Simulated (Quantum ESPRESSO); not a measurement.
# Ge (Fd-3m) in Quantum ESPRESSO: a series of runs

Aim: see how the results for Ge move with the level of theory and the settings. Levels: LDA, r2SCAN. Tasks: band structure, single point, equation of state.

Program: Quantum ESPRESSO 7.5. These are calculated values, not measurements. Logs are shortened: lines on timing, memory, paths and dates and some standing lists are left out, and cuts for length are marked.

**The experiment to reproduce.**

From “Electronic and optical properties of SixGe1-x-ySny alloys lattice-matched to Ge”, 2021, arxiv:2109.02782, for a bulk crystal of Ge: band gap 0.666 eV (indirect) at 293 K; band gap 0.807 eV (direct) at 300 K.

“Sub-monolayer structures of Ag overlayers on Ge(111): experimental observations and first-principles study”, 2019, arxiv:1908.00180 quotes, for a bulk crystal of Ge: bulk modulus 75.8 GPa.

How close the calculation comes is told below.

### Step 1. The crystal as given

Symmetry: Fd-3m, No. 227, cubic system. The conventional cell has a = 5.658 Å, b = 5.658 Å, c = 5.658 Å, α = 90.00°, β = 90.00°, γ = 90.00°. Around Ge (site symmetry -43m) lie 4 Ge at 2.45 Å.

### Step 2. Band structure, LDA

Contents of pw.in:

```
&CONTROL
  calculation = 'scf'
  prefix = 'pwscf'
  outdir = './tmp'
  pseudo_dir = './pseudo'
  tprnfor = .true.
  tstress = .true.
  disk_io = 'low'
/
&SYSTEM
  ibrav = 0
  nat = 2
  ntyp = 1
  ecutwfc = 45
  ecutrho = 360
  nbnd = 21
  occupations = 'smearing'
  smearing = 'fd'
  degauss = 0.00367493
/
&ELECTRONS
  conv_thr = 4d-10
  electron_maxstep = 120
  mixing_beta = 0.5
/
ATOMIC_SPECIES
Ge    72.6300 ge_lda_v1.4.uspp.F.UPF
CELL_PARAMETERS angstrom
   0.0000000000    2.8289100000    2.8289100000
   2.8289100000    0.0000000000    2.8289100000
   2.8289100000    2.8289100000    0.0000000000
ATOMIC_POSITIONS crystal
Ge     0.7500000000    0.7500000000    0.7500000000
Ge     0.5000000000    0.5000000000    0.5000000000
K_POINTS automatic
8 8 8 0 0 0
```

Contents of bands.in:

```
&CONTROL
  calculation = 'bands'
  prefix = 'pwscf'
  outdir = './tmp'
  pseudo_dir = './pseudo'
  disk_io = 'low'
  verbosity = 'high'
/
&SYSTEM
  ibrav = 0
  nat = 2
  ntyp = 1
  ecutwfc = 45
  ecutrho = 360
  nbnd = 21
  occupations = 'smearing'
  smearing = 'fd'
  degauss = 0.00367493
/
&ELECTRONS
  conv_thr = 1d-08
  electron_maxstep = 120
  mixing_beta = 0.5
  diago_full_acc = .true.
  startingwfc = 'random'
/
ATOMIC_SPECIES
Ge    72.6300 ge_lda_v1.4.uspp.F.UPF
CELL_PARAMETERS angstrom
   0.0000000000    2.8289100000    2.8289100000
   2.8289100000    0.0000000000    2.8289100000
   2.8289100000    2.8289100000    0.0000000000
ATOMIC_POSITIONS crystal
Ge     0.7500000000    0.7500000000    0.7500000000
Ge     0.5000000000    0.5000000000    0.5000000000
K_POINTS crystal
60
 0.0000000000  0.0000000000  0.0000000000 1
 0.0625000000  0.0000000000  0.0625000000 1
 0.1250000000  0.0000000000  0.1250000000 1
 0.1875000000  0.0000000000  0.1875000000 1
 0.2500000000  0.0000000000  0.2500000000 1
 0.3125000000  0.0000000000  0.3125000000 1
 0.3750000000  0.0000000000  0.3750000000 1
 0.4375000000  0.0000000000  0.4375000000 1
 0.5000000000  0.0000000000  0.5000000000 1
 0.5000000000  0.0625000000  0.5625000000 1
 0.5000000000  0.1250000000  0.6250000000 1
 0.5000000000  0.1875000000  0.6875000000 1
 0.5000000000  0.2500000000  0.7500000000 1
 0.4375000000  0.3125000000  0.7500000000 1
 0.3750000000  0.3750000000  0.7500000000 1
 0.3375000000  0.3375000000  0.6750000000 1
 0.3000000000  0.3000000000  0.6000000000 1
 0.2625000000  0.2625000000  0.5250000000 1
 0.2250000000  0.2250000000  0.4500000000 1
 0.1875000000  0.1875000000  0.3750000000 1
 0.1500000000  0.1500000000  0.3000000000 1
 0.1125000000  0.1125000000  0.2250000000 1
 0.0750000000  0.0750000000  0.1500000000 1
 0.0375000000  0.0375000000  0.0750000000 1
 0.0000000000  0.0000000000  0.0000000000 1
 0.0625000000  0.0625000000  0.0625000000 1
 0.1250000000  0.1250000000  0.1250000000 1
 0.1875000000  0.1875000000  0.1875000000 1
 0.2500000000  0.2500000000  0.2500000000 1
 0.3125000000  0.3125000000  0.3125000000 1
 0.3750000000  0.3750000000  0.3750000000 1
 0.4375000000  0.4375000000  0.4375000000 1
 0.5000000000  0.5000000000  0.5000000000 1
 0.5250000000  0.4500000000  0.5250000000 1
 0.5500000000  0.4000000000  0.5500000000 1
 0.5750000000  0.3500000000  0.5750000000 1
 0.6000000000  0.3000000000  0.6000000000 1
 0.6250000000  0.2500000000  0.6250000000 1
 0.5833333333  0.2500000000  0.6666666667 1
 0.5416666667  0.2500000000  0.7083333333 1
 0.5000000000  0.2500000000  0.7500000000 1
 0.5000000000  0.2857142857  0.7142857143 1
 0.5000000000  0.3214285714  0.6785714286 1
 0.5000000000  0.3571428571  0.6428571429 1
 0.5000000000  0.3928571429  0.6071428571 1
 0.5000000000  0.4285714286  0.5714285714 1
 0.5000000000  0.4642857143  0.5357142857 1
 0.5000000000  0.5000000000  0.5000000000 1
 0.4821428571  0.4821428571  0.5357142857 1
 0.4642857143  0.4642857143  0.5714285714 1
 0.4464285714  0.4464285714  0.6071428571 1
 0.4285714286  0.4285714286  0.6428571429 1
 0.4107142857  0.4107142857  0.6785714286 1
 0.3928571429  0.3928571429  0.7142857143 1
 0.3750000000  0.3750000000  0.7500000000 1
 0.6250000000  0.2500000000  0.6250000000 1
 0.5937500000  0.1875000000  0.5937500000 1
 0.5625000000  0.1250000000  0.5625000000 1
 0.5312500000  0.0625000000  0.5312500000 1
 0.5000000000  0.0000000000  0.5000000000 1
```

Potentials or basis: GBRV 1.5 LDA.

On the command line:

```console
$ OMP_NUM_THREADS=1 mpirun -n 2 pw.x -nk 2 -in pw.in > pw.out
$ OMP_NUM_THREADS=1 mpirun -n 2 pw.x -nk 2 -in bands.in > bands.out
```

pw.out:

```text
This program is part of the open-source Quantum ESPRESSO suite
     for quantum simulation of materials; please cite
[... 13 lines left out ...]
     --------------------
     sticks:   dense  smooth     PW     G-vecs:    dense   smooth      PW
     Sum        1417     703    211                35149    12387    2109

     Using Slab Decomposition

     bravais-lattice index     =            0
     lattice parameter (alat)  =       7.5602  a.u.
     unit-cell volume          =     305.5512 (a.u.)^3
     number of atoms/cell      =            2
     number of atomic types    =            1
     number of electrons       =        28.00
     number of Kohn-Sham states=           21
     kinetic-energy cutoff     =      45.0000  Ry
     charge density cutoff     =     360.0000  Ry
     scf convergence threshold =      4.0E-10
     mixing beta               =       0.5000
     number of iterations used =            8  plain     mixing
     Exchange-correlation=  SLA  PZ   NOGX NOGC
                           (   1   1   0   0   0   0   0)

     celldm(1)=   7.560195  celldm(2)=   0.000000  celldm(3)=   0.000000
     celldm(4)=   0.000000  celldm(5)=   0.000000  celldm(6)=   0.000000

     crystal axes: (cart. coord. in units of alat)
               a(1) = (   0.000000   0.707107   0.707107 )
               a(2) = (   0.707107   0.000000   0.707107 )
               a(3) = (   0.707107   0.707107   0.000000 )

     reciprocal axes: (cart. coord. in units 2 pi/alat)
               b(1) = ( -0.707107  0.707107  0.707107 )
               b(2) = (  0.707107 -0.707107  0.707107 )
               b(3) = (  0.707107  0.707107 -0.707107 )

     PseudoPot. # 1 for Ge read from file:
     ge_lda_v1.4.uspp.F.UPF
     Pseudo is Ultrasoft + core correction, Zval = 14.0
     Generated by new atomic code, or converted to UPF format
     Using radial grid of  873 points,  6 beta functions with:
                l(1) =   0
                l(2) =   0
                l(3) =   1
                l(4) =   1
                l(5) =   2
                l(6) =   2
     Q(r) pseudized with  8 coefficients,  rinner =    1.400   1.400   1.400
                                                       1.400   1.400

     atomic species   valence    mass     pseudopotential
     Ge               14.00    72.63000     Ge( 1.00)

     48 Sym. Ops., with inversion, found (24 have fractional translation)

   Cartesian axes

     site n.     atom                  positions (alat units)
         1        Ge     tau(   1) = (   1.0606602   1.0606602   1.0606602  )
         2        Ge     tau(   2) = (   0.7071068   0.7071068   0.7071068  )

     number of k points=    29  Fermi-Dirac smearing, width (Ry)=  0.0037
                       cart. coord. in units 2pi/alat
        k(    1) = (   0.0000000   0.0000000   0.0000000), wk =   0.0039062
        k(    2) = (   0.0883883   0.0883883  -0.0883883), wk =   0.0312500
        k(    3) = (   0.1767767   0.1767767  -0.1767767), wk =   0.0312500
        k(    4) = (   0.2651650   0.2651650  -0.2651650), wk =   0.0312500
        k(    5) = (  -0.3535534  -0.3535534   0.3535534), wk =   0.0156250
        k(    6) = (   0.1767767   0.0000000   0.0000000), wk =   0.0234375
[... 21 lines left out ...]
        k(   28) = (  -0.7071068   0.1767767  -0.0000000), wk =   0.0468750
        k(   29) = (  -0.7071068   0.3535534   0.0000000), wk =   0.0234375

     Dense  grid:    35149 G-vectors     FFT dimensions: (  48,  48,  48)

     Smooth grid:    12387 G-vectors     FFT dimensions: (  36,  36,  36)

     Initial potential from superposition of free atoms

     starting charge      27.9986, renormalised to      28.0000
     Starting wfcs are   18 randomized atomic wfcs +    3 random wfcs

     Self-consistent Calculation

     iteration #  1     ecut=    45.00 Ry     beta= 0.50
     Davidson diagonalization with overlap
     ethr =  1.00E-02,  avg # of iterations =  4.5

     Threshold (ethr) on eigenvalues was too large:
     Diagonalizing with lowered threshold

     Davidson diagonalization with overlap
     ethr =  1.23E-04,  avg # of iterations =  2.5

     total energy              =    -426.17104437 Ry
     estimated scf accuracy    <       0.03484919 Ry

     iteration #  2     ecut=    45.00 Ry     beta= 0.50
     Davidson diagonalization with overlap
     ethr =  1.24E-04,  avg # of iterations =  1.2
[... 29 lines left out ...]
     total energy              =    -426.17022133 Ry
     estimated scf accuracy    <       0.00000004 Ry

     iteration #  7     ecut=    45.00 Ry     beta= 0.50
     Davidson diagonalization with overlap
     ethr =  1.26E-10,  avg # of iterations =  2.0

     End of self-consistent calculation

          k = 0.0000 0.0000 0.0000 (  1471 PWs)   bands (ev):

   -16.7423 -16.7423 -16.7423 -16.7054 -16.7054 -16.4948 -16.4948 -16.4948
   -16.4813 -16.4813  -4.6673   7.9605   8.1515   8.1515   8.1515  10.6785
    10.6785  10.6785  14.3489  17.6672  17.6673

          k = 0.0884 0.0884-0.0884 (  1534 PWs)   bands (ev):

   -16.7504 -16.7504 -16.7399 -16.6942 -16.6942 -16.5068 -16.5068 -16.4978
   -16.4713 -16.4713  -4.4773   5.7192   7.8163   7.8163   9.0632  11.1254
    11.1254  11.5619  15.3056  16.7284  16.7284
[... 13 lines left out ...]
          k =-0.3536-0.3536 0.3536 (  1538 PWs)   bands (ev):

   -16.7669 -16.7669 -16.7247 -16.6636 -16.6636 -16.5293 -16.5293 -16.5157
   -16.4543 -16.4543  -2.5822   0.5055   6.7481   6.7481   8.1958  11.8683
    11.8683  15.1235  18.5353  19.0403  19.3190

          k = 0.1768 0.0000 0.0000 (  1531 PWs)   bands (ev):

   -16.7497 -16.7481 -16.7481 -16.6966 -16.6821 -16.5292 -16.4895 -16.4862
   -16.4862 -16.4665  -4.4130   5.6702   7.2765   7.2765   9.9998  10.2733
    11.8683  11.8683  15.4980  15.5984  17.9328

          k = 0.2652 0.0884-0.0884 (  1543 PWs)   bands (ev):

   -16.7635 -16.7563 -16.7393 -16.6826 -16.6621 -16.5498 -16.5063 -16.4893
   -16.4712 -16.4573  -3.9775   3.9037   6.6181   6.7145   9.9839  10.6900
    12.6921  12.9448  15.3976  16.9382  17.6925
[... 19 lines left out ...]
          k =-0.0884-0.2652 0.2652 (  1562 PWs)   bands (ev):

   -16.7697 -16.7675 -16.7216 -16.6744 -16.6568 -16.5423 -16.5273 -16.5063
   -16.4584 -16.4496  -3.5107   2.5814   5.5803   7.2257   9.6832  11.8944
    12.0565  13.7485  15.7409  16.9045  18.4785

          k = 0.0000-0.1768 0.1768 (  1552 PWs)   bands (ev):

   -16.7617 -16.7547 -16.7360 -16.6869 -16.6754 -16.5272 -16.5174 -16.4859
   -16.4771 -16.4576  -4.1648   4.4478   6.4003   7.7698   9.7610  11.2459
    11.3642  12.8700  15.7025  16.4548  16.7224

          k = 0.3536 0.0000 0.0000 (  1587 PWs)   bands (ev):

   -16.7608 -16.7608 -16.7485 -16.6714 -16.6367 -16.5820 -16.5130 -16.4689
   -16.4665 -16.4665  -3.6584   3.3607   6.1148   6.1148   9.0894  10.7937
    13.9392  13.9392  15.1454  18.1173  18.7310

          k = 0.4419 0.0884-0.0884 (  1563 PWs)   bands (ev):

   -16.7753 -16.7675 -16.7294 -16.6539 -16.6166 -16.6025 -16.5308 -16.4923
   -16.4553 -16.4463  -3.0005   2.0126   5.2856   5.7647   9.3467  10.7608
    13.8433  14.5623  17.3098  18.9932  19.4209
[... 7 lines left out ...]
          k =-0.0884-0.4419 0.4419 (  1560 PWs)   bands (ev):

   -16.7913 -16.7763 -16.6920 -16.6349 -16.6254 -16.5771 -16.5657 -16.5324
   -16.4418 -16.4290  -2.0105   0.5007   3.9836   6.0712   9.6839  13.0899
    13.7794  14.8429  15.7660  17.1476  19.8677

          k = 0.0000-0.3536 0.3536 (  1554 PWs)   bands (ev):

   -16.7832 -16.7757 -16.6985 -16.6613 -16.6339 -16.5619 -16.5430 -16.5295
   -16.4427 -16.4394  -2.7853   1.5643   4.2694   6.6476  10.0245  12.9075
    13.1794  13.3517  15.8075  17.4931  19.9475

          k = 0.5303-0.0000 0.0000 (  1572 PWs)   bands (ev):

   -16.7721 -16.7721 -16.7285 -16.6389 -16.6341 -16.5843 -16.5484 -16.4927
   -16.4479 -16.4479  -2.4318   1.1782   5.3436   5.3436   8.6435   9.6326
    16.1236  16.1236  17.2647  20.0670  20.3543

          k =-0.0884-0.6187 0.6187 (  1573 PWs)   bands (ev):

   -16.7832 -16.7757 -16.7025 -16.6549 -16.6136 -16.5697 -16.5675 -16.5202
   -16.4421 -16.4352  -1.6043   0.1359   4.5800   5.2559   8.9641  10.0182
    15.9437  16.3898  18.5984  19.9448  20.0115

          k = 0.0000-0.5303 0.5303 (  1568 PWs)   bands (ev):

   -16.7934 -16.7775 -16.6881 -16.6292 -16.6027 -16.5895 -16.5839 -16.5347
   -16.4398 -16.4254  -1.2596  -0.1996   3.8019   5.5188   9.2222  12.1585
    15.2455  15.4719  16.2315  17.9526  21.5452

          k =-0.7071 0.0000 0.0000 (  1588 PWs)   bands (ev):

   -16.7765 -16.7765 -16.6904 -16.6904 -16.5909 -16.5909 -16.5336 -16.5336
   -16.4404 -16.4404  -0.7896  -0.7896   5.0782   5.0782   8.8137   8.8137
    17.5500  17.5500  19.5728  19.5728  20.9404

          k = 0.3536 0.1768 0.0000 (  1552 PWs)   bands (ev):

   -16.7710 -16.7686 -16.7256 -16.6694 -16.6409 -16.5715 -16.5193 -16.5003
   -16.4572 -16.4491  -3.4331   2.7173   5.2839   6.5310  10.4539  10.8528
    12.7455  13.6393  16.1382  18.1185  18.4785

          k =-0.2652-0.4419 0.6187 (  1560 PWs)   bands (ev):

   -16.7830 -16.7750 -16.7038 -16.6545 -16.6283 -16.5802 -16.5357 -16.5246
   -16.4452 -16.4380  -2.6269   1.2723   4.5892   6.0516  10.5197  11.5077
    12.9851  14.2457  17.4063  17.6965  19.5691
[... 13 lines left out ...]
          k =-0.0884-0.4419 0.6187 (  1564 PWs)   bands (ev):

   -16.7916 -16.7821 -16.6807 -16.6255 -16.6168 -16.5918 -16.5721 -16.5401
   -16.4362 -16.4274  -1.4872   0.0645   3.9979   5.0601  10.3690  12.2937
    13.1795  15.1490  16.9881  19.7396  20.2236

          k = 0.0000-0.3536 0.5303 (  1554 PWs)   bands (ev):

   -16.7920 -16.7815 -16.6814 -16.6313 -16.6049 -16.6018 -16.5680 -16.5396
   -16.4368 -16.4277  -1.8125   0.4246   3.8460   5.4211  10.7389  12.6071
    13.0476  14.8405  16.3078  17.7964  21.3522

          k =-0.7071 0.1768-0.0000 (  1568 PWs)   bands (ev):

   -16.7841 -16.7841 -16.6713 -16.6713 -16.5926 -16.5926 -16.5500 -16.5500
   -16.4337 -16.4337  -0.7424  -0.7424   4.6031   4.6031  10.0125  10.0125
    15.6652  15.6652  19.1042  19.1042  20.9928

          k =-0.7071 0.3536 0.0000 (  1564 PWs)   bands (ev):

   -16.7902 -16.7902 -16.6480 -16.6480 -16.5987 -16.5987 -16.5667 -16.5667
   -16.4282 -16.4282  -0.6927  -0.6927   4.2346   4.2346  12.3889  12.3889
    12.7990  12.7990  19.0747  19.0747  21.0689

     the Fermi energy is     8.1265 ev

!    total energy              =    -426.17022134 Ry
     estimated scf accuracy    <          2.7E-10 Ry
     smearing contrib. (-TS)   =      -0.00007434 Ry
     internal energy E=F+TS    =    -426.17014700 Ry

     The total energy is F=E-TS. E is the sum of the following terms:
     one-electron contribution =    -279.13191218 Ry
     hartree contribution      =     165.00355717 Ry
     xc contribution           =    -114.54103379 Ry
     ewald contribution        =    -197.50075820 Ry

     convergence has been achieved in   7 iterations

     Forces acting on atoms (cartesian axes, Ry/au):

     atom    1 type  1   force =     0.00000000   -0.00000000   -0.00000000
     atom    2 type  1   force =     0.00000000    0.00000000   -0.00000000

     Total force =     0.000000     Total SCF correction =     0.000000

     Computing stress (Cartesian axis) and pressure

          total   stress  (Ry/bohr**3)                   (kbar)     P=      -14.82
  -0.00010077  -0.00000000  -0.00000000          -14.82       -0.00       -0.00
  -0.00000000  -0.00010077  -0.00000000           -0.00      -14.82       -0.00
  -0.00000000  -0.00000000  -0.00010077           -0.00       -0.00      -14.82

=------------------------------------------------------------------------------=
   JOB DONE.
=------------------------------------------------------------------------------=
```

Wall time 15 s (2 MPI ranks of Intel Xeon 6975P-C (Granite Rapids), shared host); peak memory 0.24 GiB.

What came out:

```yaml
Free_energy: -5798.3412 eV
Pressure: -1.5 GPa
Band_gap_on_the_k_mesh: none (metal or under the smearing width)
```

Levels at the corners of the path, in eV from the Fermi level:
```csv
point,band 10,band 11,band 12,band 13,band 14,band 15,band 16,band 17,band 18,band 19
Γ,-24.61,-12.79,-0.17,0.03,0.03,0.03,2.55,2.55,2.55,6.22
X,-24.57,-8.92,-8.92,-3.05,-3.05,0.69,0.69,9.42,9.42,11.45
W,-24.55,-8.82,-8.82,-3.89,-3.89,4.26,4.26,4.67,4.67,10.95
K,-24.55,-9.39,-8.33,-4.32,-2.61,1.10,4.03,7.12,7.35,8.11
Γ,-24.61,-12.79,-0.17,0.03,0.03,0.03,2.55,2.55,2.55,6.22
L,-24.58,-10.71,-7.62,-1.38,-1.38,0.07,3.74,3.74,7.00,10.41
U,-24.55,-9.39,-8.33,-4.32,-2.61,1.10,4.03,7.12,7.35,8.11
W,-24.55,-8.82,-8.82,-3.89,-3.89,4.26,4.26,4.67,4.67,10.95
L,-24.58,-10.71,-7.62,-1.38,-1.38,0.07,3.74,3.74,7.00,10.41
K,-24.55,-9.39,-8.33,-4.32,-2.61,1.10,4.03,7.12,7.35,8.11
U,-24.55,-9.39,-8.33,-4.32,-2.61,1.10,4.03,7.12,7.35,8.11
X,-24.57,-8.92,-8.92,-3.05,-3.05,0.69,0.69,9.42,9.42,11.45
```

Caveat: this crystal is a semiconductor, whose small gap the functional closes, so the metal is an error of the method.

### Step 3. Band structure, r2SCAN

Changes to pw.in since step 2:

```diff
@@ -13,5 +13,5 @@
   ntyp = 1
-  ecutwfc = 45
-  ecutrho = 360
+  ecutwfc = 70
   nbnd = 21
+  input_dft = 'r2scan'
   occupations = 'smearing'
@@ -19,5 +19,6 @@
   degauss = 0.00367493
+  nosym = .true.
 /
 &ELECTRONS
-  conv_thr = 4d-10
+  conv_thr = 1d-08
   electron_maxstep = 120
@@ -26,3 +27,3 @@
 ATOMIC_SPECIES
-Ge    72.6300 ge_lda_v1.4.uspp.F.UPF
+Ge    72.6300 Ge_ONCV_PBE-1.2.upf
 CELL_PARAMETERS angstrom
@@ -35,2 +36,2 @@
 K_POINTS automatic
-8 8 8 0 0 0
+6 6 6 0 0 0
```

Changes to bands.in since step 2:

```diff
@@ -12,5 +12,5 @@
   ntyp = 1
-  ecutwfc = 45
-  ecutrho = 360
+  ecutwfc = 70
   nbnd = 21
+  input_dft = 'r2scan'
   occupations = 'smearing'
@@ -18,2 +18,3 @@
   degauss = 0.00367493
+  nosym = .true.
 /
@@ -27,3 +28,3 @@
 ATOMIC_SPECIES
-Ge    72.6300 ge_lda_v1.4.uspp.F.UPF
+Ge    72.6300 Ge_ONCV_PBE-1.2.upf
 CELL_PARAMETERS angstrom
```

Potentials or basis: SG15 PBE 1.2.

On the command line:

```console
$ OMP_NUM_THREADS=1 mpirun -n 2 pw.x -nk 2 -in pw.in > pw.out
$ OMP_NUM_THREADS=1 mpirun -n 2 pw.x -nk 2 -in bands.in > bands.out
```

It took 3.5 min on 2 MPI ranks of Intel Xeon 6975P-C (Granite Rapids), shared host; peak memory 0.28 GiB.

It converged, with:

| Item | Value |
| --- | --- |
| Free energy | -3828.0597 eV |
| Pressure | -1.3 GPa |
| Band gap on the k mesh | none (metal or under the smearing width) |

Levels at the corners of the path, in eV from the Fermi level:
```csv
point,band 12,band 13,band 14,band 15,band 16,band 17
Γ,-0.21,-0.03,-0.03,-0.03,2.76,2.76
X,-9.38,-3.24,-3.24,1.01,1.01,9.94
W,-9.28,-4.04,-4.04,4.55,4.55,5.17
K,-8.76,-4.48,-2.78,1.41,4.40,7.55
Γ,-0.21,-0.03,-0.03,-0.03,2.76,2.76
L,-7.97,-1.51,-1.51,0.20,4.10,4.10
U,-8.76,-4.48,-2.78,1.41,4.40,7.55
W,-9.28,-4.04,-4.04,4.55,4.55,5.17
L,-7.97,-1.51,-1.51,0.20,4.10,4.10
K,-8.76,-4.48,-2.78,1.41,4.40,7.55
U,-8.76,-4.48,-2.78,1.41,4.40,7.55
X,-9.38,-3.24,-3.24,1.01,1.01,9.94
```

Caveat: the k mesh is coarse; the potentials were made for another functional, which shifts forces and pressure; this crystal is a semiconductor, whose small gap the functional closes, so the metal is an error of the method.

[end of part 1 of 2]
